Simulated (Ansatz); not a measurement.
Runs of Ansatz 0.2.0 on Ti. It takes space group Im-3m (No. 229, cubic). Conventional cell: a = 3.282 Å, b = 3.282 Å, c = 3.282 Å, α = 90.00°, β = 90.00°, γ = 90.00°. Ti (site symmetry m-3m) has 8 Ti at 2.84 Å as nearest neighbours. This isn't the form of Ti at room conditions, which is hcp.

```tsv
task	level	cell	k mesh	cutoff (eV)	smearing	gap on the mesh (eV)	pressure (GPa)	relaxed volume (Å³/atom)
elastic constants	PBEsol	as given	8 × 8 × 8	240	fermi-dirac 0.05 eV	none	-6.9	-
relaxation of cell and atoms	LDA	relaxed	11 × 11 × 11	-	fermi-dirac 0.05 eV	-	0.0	(a)
relaxation of cell and atoms	revPBE+D3(BJ)	relaxed	11 × 11 × 11	-	fermi-dirac 0.05 eV	-	0.0	15.83
single point	LDA	as given	11 × 11 × 11	227	gaussian 0.05 eV	none	-11.2	-
relaxation of cell and atoms	PBEsol+D4	relaxed	11 × 11 × 11	-	fermi-dirac 0.05 eV	-	0.0	(b)
```

Alike in all rows: potentials or basis all-electron LAPW, scalar-relativistic; no spin polarisation; basis error allowed 0.001 eV/atom.

Task: Estimate the missing entries.

Result: (a) 15.85; (b) 16.35.

Caveats: the volume moved by -10 % from the deposited cell, more than functionals usually miss (some runs); the k mesh is thin for a metal, which can move the energy by tens of meV per atom (some runs); a metal's response needs a denser mesh (some runs); the cell is more than 3 GPa from zero pressure, which shifts response properties (some runs); the elastic tensor has a negative eigenvalue, so either the cell is unstable as it stands or the mesh is too thin (some runs).

A gap of «none» marks a metal or a gap under the smearing width.

Runs at the PBE level aren't shown here.
